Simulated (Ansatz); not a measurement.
**Phase order of Re (with spin–orbit coupling)**

Structure types of Re are relaxed in primitive cells with their symmetry kept at 0 GPa, first on PAW files, then by LAPW. The enthalpy is E + pV at zero temperature, without zero-point motion. Only the types listed were tried, and differences under about 5 meV/atom are mesh noise.

Computed with Ansatz 0.2.0; functional PBE, with spin–orbit coupling. Settings: Fermi–Dirac smearing of 0.05 eV, no spin polarisation. Methods: LAPW: all electrons, basis error target 0.5 meV/atom; PAW: frozen-core files, cutoff 420 eV.

k meshes: fcc 18×18×18, bcc 19×19×19, hcp 17×17×9.

```tsv
start type	ends as	a, b, c (Å)	V (Å³/atom)	H − H(lowest), LAPW (meV/atom)
fcc	fcc, Fm-3m	3.917, 3.917, 3.917	15.03	?
bcc	bcc, Im-3m	3.115, 3.115, 3.115	15.12	?
hcp	hcp, P6_3/mmc	2.778, 2.778, 4.482	14.98	0.0
```

Q: Fill in "H − H(lowest), LAPW (meV/atom)" for the row "bcc".

A: 343.1.

Q: What belongs in the row "fcc", column "H − H(lowest), LAPW (meV/atom)"?

A: 78.0.
